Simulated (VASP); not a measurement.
SiNi3:

```
CELL_PARAMETERS angstrom
3.54200 0.00000 0.00000
0.00000 3.54200 0.00000
0.00000 0.00000 3.54200
ATOMIC_POSITIONS crystal
Ni 0.50000 0.50000 0.00000
Ni 0.50000 0.00000 0.50000
Ni 0.00000 0.50000 0.50000
Si 0.00000 0.00000 0.00000
```

| Item | Value |
| --- | --- |
| Program | VASP 6.6.1 |
| Task | single point |
| Functional | PBE |
| Potentials or basis | VASP PAW PBE potentials, release 64 (Ni, Si) |
| Cutoff | 520 eV |
| k mesh | 8 × 8 × 8 |
| Occupations | fermi-dirac, width 0.05 eV |
| Spin | collinear spin, ferromagnetic start |
| Starting moments | [1.0, 1.0, 1.0, 0.0] μB |

On this cell: pressure -5.9 GPa; largest force zero by symmetry; net moment 0.00 μB per cell; band gap on the k mesh none (metal or under the smearing width).

The same run follows on a disturbed copy (atoms moved at random, drawn with an rms of 0.05 Å):

```
Ni Si
1.0
     3.54200    0.00000    0.00000
     0.00000    3.54200    0.00000
     0.00000    0.00000    3.54200
Ni Si
3 1
Direct
  0.48864 0.48383 0.99844
  0.49304 0.99869 0.50543
  0.01055 0.49736 0.48845
  0.99628 0.00640 0.00201
```

What changes?

The energy (extrapolated to zero smearing) moves by +13.0 meV/atom; pressure -5.2 GPa; largest force 0.846 eV/Å; net moment 0.00 μB per cell; band gap on the k mesh none (metal or under the smearing width).

Forces on the atoms (eV/Å):
```
Ni   0.506  0.463 -0.070
Ni   0.389 -0.338 -0.140
Ni  -0.784  0.130  0.290
Si  -0.111 -0.255 -0.080
```

Stress tensor (GPa, compression positive):
```
-5.24  0.07 -0.28
 0.07 -5.24  0.32
-0.28  0.32 -5.13
```
